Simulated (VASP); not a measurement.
InP: single point with PBE

**Experimental background.**

A printed reference work, data compilation reports, for a bulk crystal of InP at 1.6 K: band gap 1.4236 eV (direct).

The system is InP.

```
In P
1.0
     0.00000    2.98003    2.98003
     2.98003    0.00000    2.98003
     2.98003    2.98003    0.00000
In P
1 1
Direct
  0.00000 0.00000 0.00000
  0.25000 0.25000 0.25000
```

```json
{"Program": "VASP 6.6.1", "Task": "single point", "Functional": "PBE", "Potentials or basis": "VASP PAW PBE potentials, release 64 (In_d, P)", "Cutoff": "520 eV", "k mesh": "10 × 10 × 10", "Occupations": "gaussian, width 0.02 eV", "Spin": "no spin polarisation", "Dipole correction": "no", "Further INCAR settings": "ALGO = Normal; EDIFF = 1e-07; NBANDS = 16"}
```

```json
{
  "Pressure": "-0.1 GPa",
  "Band gap on the k mesh": "0.44 eV, direct"
}
```

Levels at points of the mesh, in eV from the valence-band top:
```csv
k point,band 7,band 8,band 9,band 10,band 11,band 12
"(0.00, 0.00, 0.00)",0.00,0.00,0.00,0.44,4.09,4.09
"(0.50, 0.00, 0.00)",-5.47,-0.90,-0.90,1.38,4.80,4.80
"(0.50, 0.50, 0.00)",-5.54,-2.16,-2.16,1.85,2.26,8.91
```

It took 27 s on 1 thread of Intel(R) Xeon(R) Platinum 8259CL CPU @ 2.50GHz (Skylake/Cascade Lake), with other jobs on the host, peak memory 0.19 GiB.

Against the measured gap of InP, 1.4236 eV (direct; 1.6 K; a printed reference work, data compilation), the calculated 0.44 eV is off by -0.99 eV. Spin-orbit coupling on In is left out. The value is that of PBE, without temperature or zero-point motion. Semilocal functionals fall short of measured gaps as a rule.

Caveat: spin-orbit coupling is left out, which moves the levels of the heavy elements.
